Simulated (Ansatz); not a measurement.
## Magnetic states of Co

```
CELL_PARAMETERS angstrom
2.51900 0.00000 0.00000
-1.25950 2.18152 0.00000
0.00000 0.00000 4.09100
ATOMIC_POSITIONS crystal
Co 0.33333 0.66667 0.25000
Co 0.66667 0.33333 0.75000
```

Atoms are numbered in the order listed.

Conventional cell: a = 2.519 Å, b = 2.519 Å, c = 4.091 Å, α = 90.00°, β = 90.00°, γ = 120.00°. Co (atom 1) is surrounded by 12 Co at 2.51 to 2.52 Å.

The geometry is COD entry 9011615, unchecked; take it as a test cell. It differs from other determinations.

Theory: DFT, PBE, all-electron LAPW, scalar-relativistic in Ansatz 0.2.0.

The runs use a Γ-centred 19×19×10 k mesh, Fermi–Dirac smearing of 0.05 eV, basis error target 0.5 meV/atom. PBE unless a row says otherwise.

Energies are extrapolated to zero smearing; site moments are those inside atomic spheres.

The runs: ferromagnetic start; antiferromagnetic start; no spin polarisation; spin-orbit coupling on.

Tabulate energies, moments and gaps of the runs.


```tsv
run	E − E(first) (meV/atom)	spin moment Co1 (μB)	spin moment Co2 (μB)	cell spin moment (μB)	gap (eV)	P (GPa)
ferromagnetic start	0	1.70	1.70	3.29	none	-6.7
antiferromagnetic start	0	1.70	1.70	3.29	none	-6.7
no spin polarisation	267	0	0	0	none	-17.6
spin-orbit coupling on	–	–	–	3.29	none	-6.7
```

From crystal-made all-electron datasets, the contact spin densities (averaged over the Thomson radius about each nucleus) in the first state are Co1 -3.38 e/Å³ (up less down).

What Fermi-contact hyperfine field is that at Co1?

B = (2μ0/3) μB ρs(0) = 7.769 T·Å³ × (-3.38) = -26.3 T, opposed to the magnetisation of the spin-up electrons. Orbital and dipolar fields aren't included.
